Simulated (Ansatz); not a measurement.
fluorite-structured PbF₂

Level of theory: DFT, r²SCAN, scalar-relativistic, no spin polarisation; plane waves to 500 eV with PAW datasets (Ansatz 0.2.0), Γ-centred 8×8×8 mesh, 0.05 eV Gaussian smearing; PAW files: Ansatz's generated set soft_2.

```xyz
3
Lattice="0.0000 2.9605 2.9605 2.9605 0.0000 2.9605 2.9605 2.9605 0.0000" Properties=species:S:1:pos:R:3 pbc="T T T"
Pb    0.0000    0.0000    0.0000
F     1.4802    1.4802    1.4802
F     4.4407    4.4407    4.4407
```

The start was a prototype's sites filled with these elements; the Crystallography Open Database holds the compound in this structure.

**Question.** Which orbitals make up the states within about 0.6 eV of each band edge?

**Answer.** Valence edge: F 2p 64 %, Pb 6s 35 %. Conduction edge: Pb 6p 83 %. Shares are among the projected shells; the gap is 4.93 eV.

Density of states (tetrahedra, averaged over 0.5 eV; states/eV per cell of 3 atoms; energy in eV from the Fermi level):

```
E (eV)  DOS
 -5.60  4.6
 -5.10  3.3
 -4.60  6.8
 -4.10  2.4
 -3.60  0.3
 -3.10  0.8
 -2.60  2.7
 -2.10  0.0
 -1.60  0.0
 -1.10  0.0
 -0.60  0.0
 -0.10  0.0
  0.40  0.0
  0.90  0.0
  1.40  0.0
  1.90  0.0
  2.40  0.1
  2.90  1.5
  3.40  2.0
  3.90  0.4
  4.40  0.6
  4.90  1.6
```

The valence edge mixes anion p with metal states, so the bond is partly covalent and the gap isn't a plain transfer from F to Pb.

Kohn–Sham gaps of semilocal functionals lie under measured ones, often by a third or more. For elements this heavy, spin–orbit coupling would shift levels and gaps; it isn't included here.
